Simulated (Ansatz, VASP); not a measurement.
# Two plane-wave programs on ZnSe

INCAR

```
ALGO = Normal
EDIFF = 1E-6
EDIFFG = -0.001
ENCUT = 600
IBRION = 2
ISIF = 3
ISMEAR = 0
LASPH = T
LCHARG = F
LREAL = F
LWAVE = F
NELM = 100
NSW = 80
PREC = Accurate
SIGMA = 0.01
```

KPOINTS

```
k-points
0
Gamma
  8 8 8
```

POSCAR

```
ZnSe
1.0
    0.0000000000      2.7837680051      2.7837680051
    2.7837680051      0.0000000000      2.7837680051
    2.7837680051      2.7837680051      0.0000000000
Zn Se
1 1
Direct
    0.0000000000      0.0000000000      0.0000000000
    0.7500000000      0.7500000000      0.7500000000
```

Input for Ansatz:

```yaml
crystal:
  lattice:
    - [0.0, 2.7837680022, 2.7837680022]
    - [2.7837680022, 0.0, 2.7837680022]
    - [2.7837680022, 2.7837680022, 0.0]
  atoms:
    - { symbol: Zn, position: [0.0, 0.0, 0.0] }
    - { symbol: Se, position: [0.75, 0.75, 0.75] }
basis:
  ecutwfc: 420
kpoints:
  mp_grid: { grid: [8, 8, 8] }
hamiltonian:
  xc: lda
scf:
  occupations: { method: fixed }
output:
  forces: true
  stress: true
  eigenvalues: true
relax:
  adjacent_minimum: "off"
  f_tol: 0.001
  max_steps: 60
  cell: { stress_tol: 0.01 }
```

Alike in both runs: task relaxation of cell and atoms; functional LDA; k mesh 8 × 8 × 8; no spin polarisation.

|  | VASP | Ansatz |
| --- | --- | --- |
| version | VASP 6.6.1 | Ansatz 0.2.0 |
| potentials or method | VASP PAW LDA potentials, release 64 (Zn, Se) | scalar-relativistic, plane waves, PAW |
| plane-wave cutoff (eV) | 600 | 420 |
| occupations | gaussian, width 0.01 eV | fixed |
| valence electrons in the cell | 18 | 28 |

```csv
,VASP,Ansatz,Ansatz less VASP
"gap on the k mesh at the Fermi level, each at its own relaxed structure (eV)",1.27,1.25,-0.021
relaxed volume (Å³/atom),21.67,21.57,-0.098
relaxed cell length with the largest relative difference (Å),3.943,3.937,-0.0060
```

The two sets of potentials don't hold the same shells in valence.
